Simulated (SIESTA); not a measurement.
PbSe (Clausthalite) under changes of volume

One of the cells (28.671 Å³/atom); the others are scaled copies at fixed shape and fractional positions:

```xyz
2
Lattice="0.0000 3.0606 3.0606 3.0606 0.0000 3.0606 3.0606 3.0606 0.0000" Properties=species:S:1:pos:R:3 pbc="T T T"
Pb    0.0000    0.0000    0.0000
Se    3.0606    3.0606    3.0606
```

| Item | Value |
| --- | --- |
| Program | SIESTA 5.4.2 |
| Functional | PBE |
| Potentials or basis | Ansatz (PBE files) |
| Basis | DZP (energy shift 0.002 Ry) |
| Grid cutoff | 500 Ry |
| Energy shift | 0.002 Ry |
| k mesh | 8 × 8 × 8 |
| Occupations | fermi-dirac, width 0.05 eV |
| Spin | no spin polarisation |

```csv
volume (Å³/atom),energy over the lowest point (meV/atom),pressure (GPa),gap on the mesh (eV)
26.951,92.62,8.3,0.19
27.524,?,?,?
28.097,42.28,5.5,0.33
28.671,25.63,3.9,0.39
29.244,13.17,3.1,0.45
29.818,4.88,2.0,0.51
30.391,0.00,0.7,0.56
```

What does the run at 27.524 Å³/atom give?

Energy over the lowest point 65.19 meV/atom; pressure 7.1 GPa; gap on the mesh 0.26 eV.

Worked out: A Birch-Murnaghan fit of order 3 (a polynomial in V^(-2/3)) to the other rows has its minimum at 31.12 Å³/atom, just outside them, with B0 = V·E''(V) = 37 GPa and B' = 7.3. It gives 64.45 meV/atom at 27.524 Å³/atom, against the run's 65.19, and -dE/dV = 7.0 GPa, against 7.1. A straight line through the other rows of the gap, of slope 3.08 eV per unit of ln V (its deformation potential), gives 0.26 eV, against the run's 0.26.

Energies are extrapolated to zero smearing.

Caveats: semicore shells carry a single zeta, which can move pressures by several GPa and volumes by a few percent; spin-orbit coupling is left out, which as a rule narrows the gap of such compounds by several tenths of an eV; the basis of atomic orbitals isn't converged, which shifts pressures, moduli and gaps.

A mesh can miss the band edges.
